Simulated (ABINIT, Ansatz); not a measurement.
# Quasiparticle gap of CdS (Greenockite) in ABINIT

Wanted: ground state, empty states, screening and self-energy for CdS (Greenockite).

Program: ABINIT 10.8.3. Level of theory: PBE and many-body steps on it, plane waves. Results are calculated unless marked as measured.

Most raw output is cut from this account.

The database entry behind the starting cell differs from later determinations by our own check (about 0.35 % long), so it need not match the best structure at ambient conditions.

### 1. Set-up

Symmetry: P6_3mc, No. 186, hexagonal system. Conventional cell: a = 4.150 Å, b = 4.150 Å, c = 6.737 Å, α = 90.00°, β = 90.00°, γ = 120.00°. Nearest to Cd lie 4 S at 2.53 to 2.54 Å. S has 4 Cd at 2.53 to 2.54 Å nearest. Farther neighbours and most contacts between anions are not listed.

The cell and positions come from the Crystallography Open Database and are kept as given unless a step says otherwise.

### 2. Ground state

This step: ABINIT 10.8.3; DFT, PBE, plane waves, norm-conserving pseudopotentials.

The ground-state density comes first.

File run.abi:

```
acell 3*1.0 Angstrom
rprim 
  4.149999999997 0.000000000001 0.000000000000
  -2.074999999999 3.594005425702 0.000000000000
  0.000000000000 0.000000000000 6.737000000000
ntypat 2
znucl 48 16
natom 4
typat 1 1 2 2
xred 
  0.333333333333 0.666666666667 0.000000000000
  0.666666666667 0.333333333333 0.500000000000
  0.333333333333 0.666666666667 0.375000000000
  0.666666666667 0.333333333333 0.875000000000
pp_dirpath "pseudos"
pseudos "Cd.upf, S.upf"
ecut 47
ngkpt 3 3 4
nshiftk 1
shiftk 0 0 0
kptopt 1
chksymbreak 0
nband 32
occopt 1
tolvrs 1e-08
nstep 60
prtwf 0
optforces 0
optstress 0
indata_prefix "in"
outdata_prefix "out"
tmpdata_prefix "tmp"
```

The run is started by

```bash
> OMP_NUM_THREADS=1 mpirun -n 4 abinit run.abi > log
```

The job ended after 54 s (4 MPI ranks of Arm Neoverse V1, shared host; peak memory 0.46 GiB; 3.6 min of CPU time).

This step gave:

```yaml
total_energy: -10145.2389 eV
gap: 1.175 eV
k_of_the_valence_top: 0, 0, 0
k_of_the_conduction_bottom: 0, 0, 0
least_direct_gap: 1.175 eV
```

The gap is direct, at Γ.

### 3. Bands along the symmetry lines

Levels along a band path, at the cheap level, show where the edges lie and whether the meshes to come will hold them.

File run.abi:

```
acell 3*1.0 Angstrom
rprim 
  4.149999999997 0.000000000001 0.000000000000
  -2.074999999999 3.594005425702 0.000000000000
  0.000000000000 0.000000000000 6.737000000000
ntypat 2
znucl 48 16
natom 4
typat 1 1 2 2
xred 
  0.333333333333 0.666666666667 0.000000000000
  0.666666666667 0.333333333333 0.500000000000
  0.333333333333 0.666666666667 0.375000000000
  0.666666666667 0.333333333333 0.875000000000
pp_dirpath "pseudos"
pseudos "Cd.upf, S.upf"
ecut 47
iscf -2
irdden 1
kptopt 0
nkpt 39
kpt 
  0.00000000 0.00000000 0.00000000
  0.12500000 0.00000000 0.00000000
  0.25000000 0.00000000 0.00000000
  0.37500000 0.00000000 0.00000000
  0.50000000 0.00000000 0.00000000
  0.45833333 0.08333333 0.00000000
  0.41666666 0.16666666 0.00000000
  0.37500000 0.25000000 0.00000000
  0.33333333 0.33333333 0.00000000
  0.25000000 0.25000000 0.00000000
  0.16666666 0.16666666 0.00000000
  0.08333333 0.08333333 0.00000000
  0.00000000 0.00000000 0.00000000
  0.00000000 0.00000000 0.12500000
  0.00000000 0.00000000 0.25000000
  0.00000000 0.00000000 0.37500000
  0.00000000 0.00000000 0.50000000
  0.12500000 0.00000000 0.50000000
  0.25000000 0.00000000 0.50000000
  0.37500000 0.00000000 0.50000000
  0.50000000 0.00000000 0.50000000
  0.45833333 0.08333333 0.50000000
  0.41666666 0.16666666 0.50000000
  0.37500000 0.25000000 0.50000000
  0.33333333 0.33333333 0.50000000
  0.25000000 0.25000000 0.50000000
  0.16666666 0.16666666 0.50000000
  0.08333333 0.08333333 0.50000000
  0.00000000 0.00000000 0.50000000
  0.50000000 0.00000000 0.50000000
  0.50000000 0.00000000 0.37500000
  0.50000000 0.00000000 0.25000000
  0.50000000 0.00000000 0.12500000
  0.50000000 -0.00000000 0.00000000
  0.33333333 0.33333333 0.50000000
  0.33333333 0.33333333 0.37500000
  0.33333333 0.33333333 0.25000000
  0.33333333 0.33333333 0.12500000
  0.33333333 0.33333333 0.00000000
istwfk *1
nband 33
nbdbuf 2
tolwfr 1e-08
nstep 40
prtwf 0
prtvol 0
indata_prefix "in"
outdata_prefix "out"
tmpdata_prefix "tmp"
```

Elapsed: 96 s, on 4 MPI ranks; peak memory 0.52 GiB; 6.4 min of CPU time.

This step gave:

```yaml
gap: 1.175 eV
k_of_the_valence_top: 0, 0, 0
k_of_the_conduction_bottom: 0, 0, 0
least_direct_gap: 1.175 eV
```

The gap is 1.175 eV, as in the run before at this level.

The electronic bands at the labelled points (eV, zero at the top of the highest filled band):

```tsv
point	band 23	band 24	band 25	band 26	band 27	band 28	band 29	band 30
Γ	-0.76	-0.05	0.00	0.00	1.18	2.76	6.44	6.44
halfway	-1.92	-1.35	-0.50	-0.37	2.95	3.98	5.48	6.38
M	-2.63	-1.85	-1.29	-0.73	3.69	3.86	5.09	6.36
halfway	-2.66	-2.15	-1.43	-1.18	4.29	4.67	4.92	6.42
K	-3.05	-1.84	-1.84	-1.59	4.63	5.05	5.05	7.14
halfway	-2.37	-1.64	-0.65	-0.62	3.37	4.49	5.54	5.78
Γ	-0.76	-0.05	0.00	0.00	1.18	2.76	6.44	6.44
halfway	-0.65	-0.65	-0.12	-0.12	2.06	2.84	6.28	6.51
A	-0.39	-0.39	-0.39	-0.39	2.82	2.82	6.16	6.16
halfway	-1.31	-1.31	-0.88	-0.88	3.79	3.79	5.39	5.39
L	-1.32	-1.32	-1.32	-1.32	3.46	3.46	5.36	5.36
halfway	-1.93	-1.93	-1.16	-1.16	3.98	3.98	5.69	5.69
H	-2.38	-2.38	-1.11	-1.11	4.36	4.36	6.08	6.08
halfway	-1.33	-1.33	-1.17	-1.17	4.11	4.11	5.40	5.40
A	-0.39	-0.39	-0.39	-0.39	2.82	2.82	6.16	6.16
jump to L	-1.32	-1.32	-1.32	-1.32	3.46	3.46	5.36	5.36
halfway	-2.12	-1.70	-1.11	-0.91	3.30	3.89	5.55	5.61
M	-2.63	-1.85	-1.29	-0.73	3.69	3.86	5.09	6.36
jump to H	-2.38	-2.38	-1.11	-1.11	4.36	4.36	6.08	6.08
halfway	-2.86	-1.85	-1.47	-1.47	4.75	4.75	5.07	6.71
K	-3.05	-1.84	-1.84	-1.59	4.63	5.05	5.05	7.14
```

### 4. Empty states on the mesh, 3×3×2 mesh, 475 bands

The sums over transitions need many empty states on a uniform mesh; this step solves for them.

File run.abi:

```
acell 3*1.0 Angstrom
rprim 
  4.149999999997 0.000000000001 0.000000000000
  -2.074999999999 3.594005425702 0.000000000000
  0.000000000000 0.000000000000 6.737000000000
ntypat 2
znucl 48 16
natom 4
typat 1 1 2 2
xred 
  0.333333333333 0.666666666667 0.000000000000
  0.666666666667 0.333333333333 0.500000000000
  0.333333333333 0.666666666667 0.375000000000
  0.666666666667 0.333333333333 0.875000000000
pp_dirpath "pseudos"
pseudos "Cd.upf, S.upf"
ecut 47
ngkpt 3 3 2
nshiftk 1
shiftk 0 0 0
kptopt 1
chksymbreak 0
iscf -2
irdden 1
istwfk *1
nband 475
nbdbuf 42
tolwfr 1e-09
nstep 60
prtvol 0
indata_prefix "in"
outdata_prefix "out"
tmpdata_prefix "tmp"
```

Run time: 18 min. Hardware: 4 MPI ranks; peak memory 0.84 GiB.

This step gave:

```yaml
gap: 1.175 eV
k_of_the_valence_top: 0, 0, 0
k_of_the_conduction_bottom: 0, 0, 0
least_direct_gap: 1.175 eV
k_points_computed: 6
lowest_point_of_the_top_converged_band_above_the_valence_top: 138.5805 eV
```

On this mesh the gap is 1.175 eV.

### 5. Screening, 3×3×2 mesh, 433 bands, screening to 217.7 eV

The RPA dielectric matrix is built and inverted for each q.

This step: RPA screening on PBE, plane waves, norm-conserving pseudopotentials.

run.abi: that of step 4 with these lines changed.

```diff
@@ -22,10 +22,11 @@
 chksymbreak 0
-iscf -2
-irdden 1
 istwfk *1
-nband 475
-nbdbuf 42
-tolwfr 1e-09
-nstep 60
-prtvol 0
+occopt 1
+irdwfk 1
+optdriver 3
+nband 433
+ecuteps 8
+inclvkb 2
+awtr 1
+symchi 1
 indata_prefix "in"
```

Wall time 6.6 min (4 MPI ranks); peak memory 3.5 GiB.

This step gave:

| Item | Value |
| --- | --- |
| ε∞ with local fields, on this mesh, along the program's q direction | 13.91 |
| the same without local fields | 14.74 |
| plasma frequency | 26.71 eV |
| plane waves in the screening matrix | 713 |

Local fields lower ε∞ by 6 %. On a Γ-centred mesh this coarse the value itself is usually too large, while a short band sum pulls it down.

### 6. Self-energy, 3×3×2 mesh, 433 bands, screening to 217.7 eV

The self-energy is evaluated for the states that the input lists, and the levels follow from it, in one-shot runs by the linearised quasiparticle equation.

This step: G0W0 on PBE, plane waves, norm-conserving pseudopotentials.

run.abi: that of step 5 with these lines changed.

```diff
@@ -25,8 +25,15 @@
 irdwfk 1
-optdriver 3
+optdriver 4
 nband 433
+gwcalctyp 0
+ecutsigx 47
+symsigma 1
+nkptgw 1
+kptgw 
+  0.0000000000 0.0000000000 0.0000000000
+bdgw 
+  25 28
 ecuteps 8
-inclvkb 2
-awtr 1
-symchi 1
+irdscr 1
+ppmodel 1
 indata_prefix "in"
```

The job ended after 66 s (4 MPI ranks; peak memory 3.6 GiB; 4.4 min of CPU time).

This step gave:

- G0W0 gap on the points computed: 2.082 eV
- starting gap on the mesh: 1.175 eV
- k of the valence top: 0, 0, 0
- k of the conduction bottom: 0, 0, 0
- Z at the valence top: 0.777
- Z at the conduction bottom: 0.811
- least direct G0W0 gap on the computed points: 2.082 eV

The gap on the mesh goes from 1.18 eV to 2.08 eV, a correction of +0.91 eV.

Limits: finite bands, cutoff and mesh; no spin-orbit coupling; coarse k mesh. v1 is the top filled band, c1 the lowest empty one. Levels before and after the correction, in eV, zero at the valence-band top of each column:

```tsv
	conduction bottom	valence top
Kohn-Sham	1.18	0.00
G0W0	2.08	0.00
```

```tsv
	level	energy (eV)
Kohn-Sham	Γ v2-v1	0.000
Kohn-Sham	Γ c1	1.175
Kohn-Sham	Γ c2	2.764
G0W0	Γ v2-v1	0.000
G0W0	Γ c1	2.082
G0W0	Γ c2	3.774
```

### 7. Where the time went

Times are wall times on 4 MPI ranks of Arm Neoverse V1, shared host, good to a factor of about two.

```tsv
step	time	share	memory (GiB)
ground state	54 s	3 %	0.46
bands along the symmetry lines	96 s	6 %	0.52
empty states on the mesh	18 min	63 %	0.84
screening	6.6 min	24 %	3.5
self-energy	66 s	4 %	3.6
```

### 8. Outcome

```
PBE gap              : 1.18 eV, direct
G0W0 gap on the mesh : 2.08 eV
GW settings          : 3×3×2 mesh, 433 bands, screening to 217.7 eV, Godby-Needs plasmon pole
known limits         : not at the basis limit; no spin-orbit coupling; coarse k mesh
```

G0W0 moves the gap on the mesh from 1.18 eV to 2.08 eV (+0.91 eV), with Z of 0.78 and 0.81 at the edges. Local fields lower the RPA ε∞ on this mesh from 14.74 to 13.91; a Γ-centred mesh this coarse tends to raise both, most where the direct gap is narrow, while a short band sum lowers them. Only 1 of the mesh's irreducible points was corrected, so a valley elsewhere could overtake. The dearest step here is «empty states on the mesh». Bands and cutoff are finite, so the gap is not at the basis limit. The miss can reach some tenths of an eV and take either sign; the mesh is an error of its own. In the G0W0 run levels were corrected at 1 k point alone, so a gap called «on the mesh» is the least over those, and an edge elsewhere would be missed. The 3×3×2 mesh is coarse for this cell, which bears on the long-range parts of exchange and screening. The many-body steps are scalar-relativistic: spin-orbit coupling is not in them.

[Paths, hosts, dates, memory and timing lines, banners, echoed tables and standing remarks are left out of the program output.]

[Logs are printed without paths, hosts, clocks, repeated set-up lines and the standing remarks that a program may print on its own settings, such as how far it seeks lower states.]

[Runs of the session that timed out or met a known fault of the program may be left out.]

[Hosts, paths, dates, database ids (printed as entryN), source tags and the programs' standing remarks are cut or masked in the printed files.]

[G0W0 gaps are taken among the corrected bands and points alone; a level outside them can change the order at an edge.]

[Where Ansatz stands beside ABINIT at settings called matched, ABINIT's density can come from a denser mesh and the files from another edition; pairs whose starting gaps differed by over 0.03 eV were left out, so agreement reads better than it is.]
